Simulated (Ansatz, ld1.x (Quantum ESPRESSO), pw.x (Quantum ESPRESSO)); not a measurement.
From atom to crystal: TM potential for As

- Element: As (Z = 33)
- Generator: ld1.x (Quantum ESPRESSO) 7.5
- Type: norm-conserving Troullier–Martins (Kleinman–Bylander form)
- Functional: PBE
- Relativity: scalar-relativistic
- Frozen core: [Ar] 3d10
- Valence charge: 5
- Reference configuration: 4s2 4p2.5 (charge +0.5)
- Partial waves: 4p (bound): rc 1.80 bohr; 4s (bound): rc 1.40 bohr
- Local potential: the s channel
- Core correction: none

Crystal test: bcc As in pw.x 7.5, no spin, 14³ k-points, Fermi–Dirac smearing 0.01 Ry, cutoffs 100/400 Ry. The reference is all-electron LAPW (Ansatz 0.2.0) with the same functional, mesh and smearing; V0 and B0 come from Birch–Murnaghan fits to the pressures at five volumes. Errors are pseudo minus all-electron; Δ is the rms difference of the E(V) curves that follow from these fits, minima aligned, over ±6 % about the mean V0. Mesh and smearing are coarse, so the numbers serve the comparison and aren't converged zero-temperature values; the lattice is a test structure that the element need not adopt.

All-electron: a0 = 3.365 Å (V0 = 19.05 Å³/atom), B0 = 81.7 GPa.

Question: How far does the potential miss the all-electron equation of state?

Answer: mean pressure error (GPa): -6.22. The pressure does not cross zero within the volumes sampled, so no fit is given. This is a poor potential for the solid.

```json
{"V (Å³/atom)": "18.145", "P all-electron (GPa)": "4.42", "P pseudo (GPa)": "-2.96"}
{"V (Å³/atom)": "18.622", "P all-electron (GPa)": "1.94", "P pseudo (GPa)": "-4.79"}
{"V (Å³/atom)": "19.100", "P all-electron (GPa)": "-0.22", "P pseudo (GPa)": "-6.38"}
{"V (Å³/atom)": "19.578", "P all-electron (GPa)": "-2.11", "P pseudo (GPa)": "-7.75"}
{"V (Å³/atom)": "20.055", "P all-electron (GPa)": "-3.75", "P pseudo (GPa)": "-8.94"}
```

Question: At the middle volume, how do free energy and pressure move when the wave cutoff is lowered (ecutrho kept at four times it)?

Answer:

```csv
cutoff (Ry),shift of F (meV/atom),shift of P (GPa)
45,+31.3,-0.69
60,+22.2,-0.15
80,+4.6,-0.29
```

Input at the middle volume:

```
&control
  calculation='scf', prefix='x', pseudo_dir='./', outdir='./tmp', tstress=.true., disk_io='none'
/
&system
  ibrav=0, nat=1, ntyp=1, ecutwfc=100, ecutrho=400, nbnd=9,
  occupations='smearing', smearing='fd', degauss=0.01
/
&electrons
  conv_thr=1e-09, mixing_beta=0.4, electron_maxstep=70
/
ATOMIC_SPECIES
As 1.0 As.UPF
CELL_PARAMETERS angstrom
  -1.68393165 1.68393165 1.68393165
  1.68393165 -1.68393165 1.68393165
  1.68393165 1.68393165 -1.68393165
ATOMIC_POSITIONS crystal
As 0.0000 0.0000 0.0000
K_POINTS automatic
14 14 14 0 0 0
```

```bash
pw.x < As.scf.in > As.scf.out
```

Lines of the output:

```
Message from routine setup:
     using ibrav=0 with symmetry is DISCOURAGED, use correct ibrav instead
     lattice parameter (alat)  =       5.5117  a.u.
     unit-cell volume          =     128.8932 (a.u.)^3
     number of electrons       =         5.00
     number of Kohn-Sham states=            9
     kinetic-energy cutoff     =     100.0000  Ry
     charge density cutoff     =     400.0000  Ry
     scf convergence threshold =      1.0E-09
     Exchange-correlation= PBE
     number of k points=   104  Fermi-Dirac smearing, width (Ry)=  0.0100
     iteration #  1     ecut=   100.00 Ry     beta= 0.40
     total energy              =     -12.62337251 Ry
     estimated scf accuracy    <       0.01804952 Ry
     iteration #  2     ecut=   100.00 Ry     beta= 0.40
     total energy              =     -12.62169674 Ry
     estimated scf accuracy    <       0.00503856 Ry
     iteration #  3     ecut=   100.00 Ry     beta= 0.40
     total energy              =     -12.62204751 Ry
     estimated scf accuracy    <       0.00000857 Ry
     iteration #  4     ecut=   100.00 Ry     beta= 0.40
     total energy              =     -12.62205372 Ry
     estimated scf accuracy    <       0.00000099 Ry
     iteration #  5     ecut=   100.00 Ry     beta= 0.40
     total energy              =     -12.62205386 Ry
     estimated scf accuracy    <       0.00000011 Ry
     iteration #  6     ecut=   100.00 Ry     beta= 0.40
     the Fermi energy is     8.7336 ev
!    total energy              =     -12.62205387 Ry
     estimated scf accuracy    <          7.4E-11 Ry
     smearing contrib. (-TS)   =      -0.00232442 Ry
     The total energy is F=E-TS. E is the sum of the following terms:
     one-electron contribution =       4.54162100 Ry
     hartree contribution      =       0.26112857 Ry
     xc contribution           =      -3.12706948 Ry
     ewald contribution        =     -14.29540955 Ry
     convergence has been achieved in   6 iterations
          total   stress  (Ry/bohr**3)                   (kbar)     P=      -63.75
     Message from routine punch:
     Nothing written, as per user request (disk_io='none')
```

The run at the middle volume (104 k-points, 6 iterations) took about 13 s on one core of a shared host (Intel(R) Xeon(R) Platinum 8559C, 192 threads, 1488 GiB, load 87).
